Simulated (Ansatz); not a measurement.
## Calculated ¹⁷O NMR of the central transition for SiO₂

Cell: a computed structure from the Materials Project (it need not be an observed phase), taken as it stands.

Space group P2_13 (No. 198); a = 7.0818 Å.

| site | Wyckoff | site symmetry | x | y | z |
| --- | --- | --- | --- | --- | --- |
| Si1 | 4a | .3. | 0.9780 | 0.5220 | 0.4780 |
| Si5 | 4a | .3. | 0.7168 | 0.7832 | 0.2168 |
| O9 | 12b | 1 | 0.8608 | 0.3365 | 0.5394 |
| O17 | 4a | .3. | 0.1524 | 0.1524 | 0.1524 |

One atom of each set is listed.

Method: Kohn–Sham DFT in Ansatz, PBE, plane waves and PAW (field gradients read without the response of the frozen cores, which leaves them typically 4 to 6 % off), scalar-relativistic, 420 eV cutoff, Γ-centred 3×3×3 k-points, Fermi–Dirac smearing 0.02 eV.

¹⁷O has I = 5/2 and Q = -25.58 mb (Pyykkö 2018); at 28.2 T its Larmor frequency is ν₀ = 162.8 MHz. Only the quadrupole interaction is simulated: positions count from each site's isotropic chemical shift, and J coupling is left out, as are shift anisotropy and dipolar coupling, which fast spinning averages.

Q: Simulate the second-order pattern (fast magic-angle spinning, Gaussian broadening 0.1 kHz) of site O9 (2 Si at 1.61 Å, angle 144°).

A: The calculation gives C_Q = -5.92 MHz and η = 0.18, so ν_Q = 0.888 MHz and the centre of gravity lies at -8.02 ppm (-1.31 kHz).

```tsv
offset (kHz)	height
-3.400	0
-3.316	0
-3.232	4
-3.148	6
-3.064	7
-2.980	7
-2.896	7
-2.812	7
-2.728	7
-2.644	7
-2.560	8
-2.476	8
-2.392	8
-2.308	9
-2.224	17
-2.140	41
-2.056	54
-1.972	72
-1.888	87
-1.804	69
-1.720	58
-1.636	53
-1.552	51
-1.468	49
-1.384	49
-1.300	48
-1.216	49
-1.132	50
-1.048	52
-0.964	55
-0.880	60
-0.796	67
-0.712	85
-0.628	100
-0.544	81
-0.460	67
-0.376	54
-0.292	19
-0.208	1
-0.124	0
```

At O9 V_zz runs parallel to the line that joins its two neighbours (within 1°).

The largest force is 0.3 eV/Å, so the atoms aren't at the calculated equilibrium and relaxing them would move these values.
